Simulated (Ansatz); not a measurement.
Here is an Ansatz 0.2.0 calculation.

run.py

```python
import json

import ase.io
import numpy as np
from ase.calculators.calculator import CalculationFailed, Calculator
from ase.stress import full_3x3_to_voigt_6_stress
from ase.units import GPa

import ansatz as az

class AnsatzCalculator(Calculator):
    implemented_properties = ["energy", "free_energy", "forces", "stress", "magmom"]

    def calculate(self, atoms, properties, system_changes):
        super().calculate(atoms, properties, system_changes)
        structure = atoms.copy()
        structure.set_constraint()
        structure.set_momenta(None)
        structure.set_masses(None)
        outcome = (
            az.Crystal.from_ase(structure)
            .calculation()
            .basis(xc_grid=2)
            .kpoints(9, 9, 9)
            .functional("pbesol")
            .pseudopotentials(kind="paw")
            .scf(tolerance=2e-10)
            .occupations(method="fermi_dirac", width=0.05)
            .forces()
            .stress()
            .run(threads=2)
        )
        if not outcome.report["converged"]:
            raise CalculationFailed("SCF not converged")
        report = outcome.report
        self.results = {
            "free_energy": report["lagrangian_ev"],
            "energy": report["lagrangian_ev"],
            "forces": np.array(report["forces_ev_ang"]),
            "stress": -GPa * full_3x3_to_voigt_6_stress(report["stress_gpa"]),
            "magmom": report["magnetization_mub"],
        }

np.set_printoptions(precision=5, suppress=True, linewidth=110)
atoms = ase.io.read("Ta.cif")
atoms.info.pop("occupancy", None)
atoms.calc = AnsatzCalculator()
print(f"free energy {atoms.get_potential_energy():.6f} eV")
print("forces (eV/A)", atoms.get_forces(), sep="\n")
print("stress (GPa, Voigt, tension positive)", atoms.get_stress() / GPa, sep="\n")
print(f"moment {atoms.get_magnetic_moment():.4f} muB")
```

Contents of Ta.cif:

```cif
data_Ta
_cell_length_a 2.89309738
_cell_length_b 2.86709094
_cell_length_c 2.82670481
_cell_angle_alpha 109.60539166
_cell_angle_beta 109.36093582
_cell_angle_gamma 109.62184165
_space_group_name_H-M_alt 'P1'
_space_group_name_Hall 'P 1'
_space_group_IT_number 1
loop_
_space_group_symop_operation_xyz
'x,y,z'
loop_
_atom_site_label
_atom_site_type_symbol
_atom_site_symmetry_multiplicity
_atom_site_Wyckoff_symbol
_atom_site_fract_x
_atom_site_fract_y
_atom_site_fract_z
_atom_site_occupancy
Ta1 Ta 1 a 0.0004710000 0.0041170000 0.0055900000 1
```

Potentials or basis: Ansatz PAW.

Run with:

```console
$ python run.py
```

Q: Predict the pressure.

A: -3.7 GPa.

Stress tensor (GPa, compression positive):
```
-3.86 -0.15 -0.01
-0.15 -4.08  0.05
-0.01  0.05 -3.08
```

Caveat: the thresholds are loose for stress. The run has no spin-orbit coupling, so splittings on Ta are missing.
